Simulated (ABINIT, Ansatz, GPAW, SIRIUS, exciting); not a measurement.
## As: programs and potentials compared

```xyz
1
Lattice="2.7100 -0.0174 -0.0119 -0.0174 2.7297 0.0333 -0.0119 0.0333 2.6722" Properties=species:S:1:pos:R:3 pbc="T T T"
As    1.2979    1.3880    1.3375
```

This isn't the form of As at room conditions, which is rhombohedral.

The given cell was strained at random by a few per cent at fixed volume.

Alike in all runs: task single point; functional PBEsol; k mesh 10 × 10 × 10; occupations fermi-dirac, width 0.05 eV; no spin polarisation; no spin-orbit coupling. Pressure is positive in compression and, in plane waves, holds the error of the finite cutoff.

```json
{"program and potentials": "GPAW, PAW data sets generated for this functional", "plane-wave cutoff (eV)": "600", "notes": "5 valence electrons an atom on average", "band gap (eV)": "no gap", "pressure (GPa)": "-1.44", "energy over the undisturbed cell (meV/atom)": "3.81"}
{"program and potentials": "Ansatz, all-electron LAPW, scalar-relativistic", "plane-wave cutoff (eV)": "-", "notes": "-", "band gap (eV)": "no gap", "pressure (GPa)": "-1.51", "energy over the undisturbed cell (meV/atom)": "-"}
{"program and potentials": "SIRIUS, PseudoDojo 0.4.1 PBEsol standard (scalar relativistic)", "plane-wave cutoff (eV)": "1152", "notes": "15 valence electrons an atom on average", "band gap (eV)": "no gap", "pressure (GPa)": "-1.48", "energy over the undisturbed cell (meV/atom)": "3.79"}
{"program and potentials": "ABINIT, PseudoDojo NC SR PBEsol v0.4.1 standard", "plane-wave cutoff (eV)": "1143", "notes": "15 valence electrons an atom on average", "band gap (eV)": "no gap", "pressure (GPa)": "-1.49", "energy over the undisturbed cell (meV/atom)": "3.80"}
{"program and potentials": "exciting, all-electron LAPW+lo, shipped species files, valence relativity iora*", "plane-wave cutoff (eV)": "-", "notes": "-", "band gap (eV)": "no gap", "pressure (GPa)": "-", "energy over the undisturbed cell (meV/atom)": "3.84"}
```

None finds a gap. The pressure spans -1.51 (Ansatz, all-electron LAPW, scalar-relativistic) to -1.44 GPa (GPAW, PAW data sets generated for this functional), with all-electron results at -1.51.

Differences between rows come from potentials, basis sets and numerical settings, since the functional is the same but for its coding. Runs on potential files found faulty are left out.
